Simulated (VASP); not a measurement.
Consider the following.

```
CELL_PARAMETERS angstrom
      1.78245    -3.08729     0.00000
      1.78245     3.08729     0.00000
      0.00000     0.00000     3.80076
ATOMIC_POSITIONS crystal
  Li 0.33333 0.66667 0.00000
  Li 0.66667 0.33333 0.00000
  Li 0.00000 0.00000 0.50000
  N  0.00000 0.00000 0.00000
```

The numbers are results of PBEsol GGA, VASP's PBE PAW potentials (set 64) (plane waves; VASP), not measurements. Run with 600 eV cut-off, 6×6×6 Γ-centred mesh, Gaussian smearing of 0.050 eV, potentials Li_sv N.

**Question.** Estimate the energy per atom (σ→0), pressure, band gap (on the k-mesh) with the smallest direct gap where there is one.

**Answer.** 
The band gap (on the k-mesh) comes out as 1.09 eV, the smallest direct gap (on the k-mesh) is 1.40 eV and the energy per atom (σ→0) comes out as -4.029 eV/atom. The pressure comes out as 20.7 kbar.

The absolute energy has meaning only against runs of the same code, potentials and settings.

The compound is Li3N in the alpha structure. It was relaxed first under an external pressure of 2 GPa.
